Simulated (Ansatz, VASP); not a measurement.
# MoP: VASP beside Ansatz

File INCAR:

```
SYSTEM = MoP
  PREC = Accurate
  ENCUT = 520
  EDIFF = 1E-7
  ISMEAR = -1
  SIGMA = 0.05
  LREAL = .False.
  LASPH = .True.
  NELM = 100
  ALGO = Normal
  ISIF = 2
  LWAVE = .False.
  LCHARG = .False.
  GGA = PE
  NBANDS = 16
```

KPOINTS

```
Automatic mesh
0
Gamma
  10 10 8
  0 0 0
```

Contents of POSCAR:

```
MoP
1.0
    3.2862121267      0.0000000000      0.0000000000
   -1.6431060633      2.8459431839      0.0000000000
    0.0000000000      0.0000000000      3.2535845163
Mo P
1 1
Direct
    0.0000000000      0.0000000000      0.0000000000
    0.3333333333      0.6666666667      0.5000000000
```

input.yaml

```yaml
crystal:
  lattice:
    - [3.2862121267, 0.0, 0.0]
    - [-1.6431060633, 2.8459431839, 0.0]
    - [0.0, 0.0, 3.2535845163]
  atoms:
    - { symbol: Mo, position: [0.0, 0.0, 0.0] }
    - { symbol: P, position: [0.3333333333, 0.6666666667, 0.5] }
hamiltonian:
  xc: pbe
  pseudopotentials: { kind: paw }
kpoints:
  mp_grid: { grid: [10, 10, 8] }
scf:
  occupations: { method: fermi_dirac, width: 0.05 }
output:
  forces: true
  stress: true
  eigenvalues: true
```

Change from the starting cell: volume scaled by 1.06.

Alike in both runs: task single point; functional PBE; k mesh 10 × 10 × 8; occupations fermi-dirac, width 0.05 eV; no spin polarisation.

|  | VASP | Ansatz |
| --- | --- | --- |
| version | VASP 6.6.1 | Ansatz 0.2.0 |
| potentials or method | VASP PAW PBE potentials, release 64 (Mo_sv, P) | Ansatz PAW |
| plane-wave cutoff (eV) | 520 | 420 |
| valence electrons in the cell | 19 | 19 |

VASP gave:

| Quantity | Value |
| --- | --- |
| gap on the k mesh at the Fermi level (eV) | none |
| pressure (GPa) | -9.4 |
| largest component of the traceless stress (GPa) | 2.44 |

Problem. Which values does Ansatz return?

Solution. gap on the k mesh at the Fermi level (eV): none; pressure (GPa): -9.5; largest component of the traceless stress (GPa): 2.44.

A gap of «none» marks a metal or a gap that the smearing closes. The functional is the same, so the differences come from potentials, cutoffs and numerics.
